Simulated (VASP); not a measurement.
# CaB2 (P6/mmm) in VASP: reference runs, part 2 of 2

VASP 6.6.1.

### 3 Single point, PBE (atoms moved at random, drawn with an rms of 0.05 Å)

File INCAR:

```
ALGO     = Normal         # electronic algorithm
EDIFF    = 1E-7           # SCF threshold, eV
ENCUT    = 520            # plane-wave cutoff, eV
GGA      = PE             # functional
ISIF     = 2              # what is computed and relaxed
ISMEAR   = -1             # smearing method
LASPH    = T              # aspherical terms in the spheres
LCHARG   = F              # write CHGCAR
LREAL    = F              # projectors in reciprocal space
LWAVE    = F              # write WAVECAR
NBANDS   = 15             # bands
NELM     = 60             # most SCF steps
PREC     = Accurate       # precision mode
SIGMA    = 0.05           # smearing width, eV
```

File KPOINTS:

```
k-points
0
Gamma
  9 9 7
```

File POSCAR:

```
CaB2
1.0
    3.2264302843      0.0000000000      0.0000000000
   -1.6132151421      2.7941705897      0.0000000000
    0.0000000000      0.0000000000      4.0673920000
Ca B
1 2
Direct
   -0.0023580000     -0.0003380000     -0.0003880000
    0.6686930000      0.3305760000      0.4981870000
    0.3449910000      0.6738080000      0.5078370000
```

Potentials or basis: VASP PAW PBE potentials, release 64 (Ca_sv, B).

The run is started by

```
> cat potpaw_PBE.64/Ca_sv/POTCAR potpaw_PBE.64/B/POTCAR > POTCAR
> mpirun -np 1 vasp_std > vasp.out
```

OUTCAR:

```text
EDIFF = 1E-7
   ENCUT = 520
   GGA = PE
   ISIF = 2
   ISMEAR = -1
   LASPH = T
   LREAL = F
   NELM = 60
   PREC = Accurate

 ion  position               nearest neighbor table
   1  0.998  1.000  1.000-
   2  0.669  0.331  0.498-   3 1.84   3 1.86   3 1.89
   3  0.345  0.674  0.508-   2 1.84   2 1.86   2 1.89

  LATTYP: Found a hexagonal cell.
 ALAT       =     3.2264302843
 C/A-ratio  =     1.2606477257

  Lattice vectors:

 A1 = (   3.2264302843,   0.0000000000,   0.0000000000)
 A2 = (  -1.6132151421,   2.7941705897,   0.0000000000)
 A3 = (   0.0000000000,   0.0000000000,   4.0673920000)

Analysis of symmetry for initial positions (statically):
=====================================================================
 Subroutine PRICEL returns:
 Original cell was already a primitive cell.

 Routine SETGRP: Setting up the symmetry group for a
 hexagonal supercell.

 Subroutine GETGRP returns: Found  1 space group operations
 (whereof  1 operations were pure point group operations)
 out of a pool of 24 trial point group operations.

The static configuration has the point symmetry C_1 .

Analysis of symmetry for dynamics (positions and initial velocities):
=====================================================================
 Subroutine PRICEL returns:
 Original cell was already a primitive cell.

 Routine SETGRP: Setting up the symmetry group for a
 hexagonal supercell.

 Subroutine GETGRP returns: Found  1 space group operations
 (whereof  1 operations were pure point group operations)
 out of a pool of 24 trial point group operations.

The dynamic configuration has the point symmetry C_1 .

 Subroutine INISYM returns: Found  1 space group operations
 (whereof  1 operations are pure point group operations),
 and found     1 'primitive' translations

----------------------------------------------------------------------------------------

                                     Primitive cell

  volume of cell :      36.6683

  direct lattice vectors                    reciprocal lattice vectors
     3.226430284  0.000000000  0.000000000     0.309940061  0.178943978  0.000000000
    -1.613215142  2.794170590  0.000000000     0.000000000  0.357887956  0.000000000
     0.000000000  0.000000000  4.067392000     0.000000000  0.000000000  0.245857788

  length of vectors
     3.226430284  3.226430284  4.067392000     0.357887956  0.357887956  0.245857788

  position of ions in fractional coordinates (direct lattice)
     0.997642000  0.999662000  0.999612000
     0.668693000  0.330576000  0.498187000
     0.344991000  0.673808000  0.507837000

  ion indices of the primitive-cell ions
   primitive index   ion index
                 1           1
                 2           2
                 3           3

----------------------------------------------------------------------------------------

 KPOINTS: k-points

Automatic generation of k-mesh.
 Grid dimensions read from file:
 generate k-points for:    9    9    7

 Generating k-lattice:
[... 41 lines left out ...]
  0.333333  0.111111  0.000000      2.000000
 -0.111111  0.444444  0.000000      2.000000
 [... further k-points ...]
   k-points           NKPTS =    284   k-points in BZ     NKDIM =    284   number of bands    NBANDS=     15
   number of dos      NEDOS =    301   number of ions     NIONS =      3
   total plane-waves  NPLWV =  17280
   dimension x,y,z NGX =    24 NGY =   24 NGZ =   30
   dimension x,y,z NGXF=    48 NGYF=   48 NGZF=   60
   ions per type =               1   2
   NGX,Y,Z   is equivalent  to a cutoff of  12.37, 12.37, 12.26 a.u.
   NGXF,Y,Z  is equivalent  to a cutoff of  24.73, 24.73, 24.52 a.u.
 SYSTEM =  unknown system
   PREC   = accura    normal or accurate (medium, high low for compatibility)
   ISTART =      0    job   : 0-new  1-cont  2-samecut
   ICHARG =      2    charge: 1-file 2-atom 10-const
   ISPIN  =      1    spin polarized calculation?
   LNONCOLLINEAR =      F non collinear calculations
   LSORBIT =      F    spin-orbit coupling
   LASPH  =      T    aspherical Exc in radial PAW
   ENCUT  =  520.0 eV  38.22 Ry    6.18 a.u.   6.00  6.00  7.56*2*pi/ulx,y,z
   NELM   =     60;   NELMIN=  2; NELMDL= -5     # of ELM steps
   EDIFF  = 0.1E-06   stopping-criterion for ELM
   LREAL  =      F    real-space projection
   EDIFFG = 0.1E-05   stopping-criterion for IOM
   NSW    =      0    number of steps for IOM
   IBRION =     -1    ionic relax: 0-MD 1-quasi-New 2-CG
   NFREE  =      0    steps in history (QN), initial steepest desc. (CG)
   ISIF   =      2    stress and relaxation
   ISYM   =      2    0-nonsym 1-usesym 2-fastsym
   POTIM  = 0.5000    time-step for ionic-motion
   TEBEG  =    0.0;   TEEND  =   0.0 temperature during run
   PSTRESS=    0.0 pullay stress
   NELECT =      16.0000    total number of electrons
   NUPDOWN=      -1.0000    fix difference up-down
   EMIN   =  10.00;   EMAX   =-10.00  energy-range for DOS
   EFERMI =   0.00;   METHOD = LEGACY
   ISMEAR =    -1;   SIGMA  =   0.05  broadening in eV -4-tet -1-fermi 0-gaus
   EFERMI_NEDOS =   21; number of points for ismear=-14 and -15
   IALGO  =     38    algorithm
   IMIX   =      4    mixing-type and parameters
     AMIX     =   0.40;   BMIX     =  1.00
     AMIX_MAG =   1.60;   BMIX_MAG =  1.00
  volume/ion in A,a.u.               =      12.22        82.48
  Fermi-wavevector in a.u.,A,eV,Ry     =   1.241703  2.346479 20.977823  1.541826
  Thomas-Fermi vector in A             =   2.376089
   LORBIT       =      0    0 simple, 1 ext, 2 COOP (PROOUT), +10 PAW based schemes
   GGA     = PE    functional components
   LHFCALC =     F    Hartree Fock is set to
   AEXX    =    0.0000 exact exchange contribution
   IVDW    =     0    specifies the selected vdW correction
   LEPSILON=     F    determine dielectric tensor
   LRPA    =     F    only Hartree local field effects (RPA)
 non-spin polarized calculation
  energy-cutoff  :      520.00
  volume of cell :       36.67
 maximum number of plane-waves:      1002
   NGX = 11   NGY = 11   NGZ = 15

 number of electron      16.0000003 magnetization

 Free energy of the ion-electron system (eV)
  ---------------------------------------------------
  ext. energy  EPLUGINS =         0.00000000
  ---------------------------------------------------
  free energy    TOTEN  =       -15.73492764 eV

  energy without entropy =      -15.72710123  energy(sigma->0) =      -15.73101444

 E-fermi :   4.6187     XC(G=0): -10.8126

 val. band max:        4.6156237692   @ k =  -0.4444  -0.2222  -0.4286
 cond. band min:       4.6263936841   @ k =  -0.3333  -0.3333   0.1429
 fundamental gap:      0.0107699150
 Fermi energy:         4.6187367549

 k-point     1 :       0.0000    0.0000    0.0000
  band No.  band energies     occupation
      1     -35.0732      2.00000
      2     -16.0720      2.00000
      3     -15.8698      2.00000
      4     -15.8615      2.00000
      5      -5.7672      2.00000
      6       2.8537      2.00000
      7       4.8497      0.01954
      8       5.0551      0.00032
      9       5.1573      0.00004
     10      10.0234      0.00000
     11      10.0905      0.00000
     12      10.9004      0.00000
     13      10.9175      0.00000
     14      11.4117      0.00000
[... 401 lines left out ...]
      2     -16.5314      2.00000
      3     -16.0629      2.00000
      4     -15.9253      2.00000
      5      -3.2525      2.00000
      6      -0.2478      2.00000
      7       2.8696      2.00000
      8       3.3193      2.00000
      9       6.4950      0.00000
     10       7.3523      0.00000
     11       9.3638      0.00000
     12      10.9502      0.00000
     13      11.5892      0.00000
     14      12.2593      0.00000
     15      13.5510      0.00000

 [... further k-points ...]

------------------------ aborting loop because EDIFF is reached ----------------------------------------

  FORCE on cell =-STRESS in cart. coord.  units (eV):
  Direction    XX          YY          ZZ          XY          YZ          ZX
  --------------------------------------------------------------------------------------
  -------------------------------------------------------------------------------------
  Total        0.0223477     -0.1707232      0.1300064      0.0742004      0.0080883      0.0105982
  in kB        0.9764552     -7.4595382      5.6804679      3.2420950      0.3534080      0.4630761
  external PRESSURE =      -0.2675384 kB  Pullay stress =       0.0000000 kB

 VOLUME and BASIS-vectors are now :
 -----------------------------------------------------------------------------
  energy-cutoff  :      520.00
  volume of cell :       36.67
      direct lattice vectors                 reciprocal lattice vectors
     3.226430284  0.000000000  0.000000000     0.309940061  0.178943978  0.000000000
    -1.613215142  2.794170590  0.000000000     0.000000000  0.357887956  0.000000000
     0.000000000  0.000000000  4.067392000     0.000000000  0.000000000  0.245857788

 POSITION                                       TOTAL-FORCE (eV/Angst)
 -----------------------------------------------------------------------------------
      1.60615      2.79323      4.06581         0.104119      0.028834      0.100247
      1.62420      0.92369      2.02632        -0.015897      0.034070      0.273886
      0.02609      1.88273      2.06557        -0.088222     -0.062904     -0.374133
 -----------------------------------------------------------------------------------
    total drift:                                0.000127      0.000012      0.000010

  FREE ENERGIE OF THE ION-ELECTRON SYSTEM (eV)
  ---------------------------------------------------
  free  energy   TOTEN  =       -15.7349276374 eV

  energy  without entropy=      -15.7271012329  energy(sigma->0) =      -15.73101444
```

Run time: 73 s. Hardware: 1 thread of Intel Xeon Platinum 8488C (Sapphire Rapids), shared host; peak memory 0.27 GiB.

What came out:

```yaml
Free_energy: -15.7349 eV
Pressure: 0.0 GPa
Largest_force: 0.390 eV/Å
Band_gap_on_the_k_mesh: none (metal or under the smearing width)
```

Forces on the atoms (eV/Å):
```
Ca   0.104  0.029  0.100
B   -0.016  0.034  0.274
B   -0.088 -0.063 -0.374
```

Stress tensor (GPa, compression positive):
```
 0.10  0.32  0.05
 0.32 -0.75  0.04
 0.05  0.04  0.57
```

Levels at points of the mesh, in eV from the Fermi level:
| k point | band 4 | band 5 | band 6 | band 7 | band 8 | band 9 | band 10 | band 11 | band 12 | band 13 |
| --- | --- | --- | --- | --- | --- | --- | --- | --- | --- | --- |
| (0.00, 0.00, 0.00) | -20.48 | -10.39 | -1.77 | 0.23 | 0.44 | 0.54 | 5.40 | 5.47 | 6.28 | 6.30 |
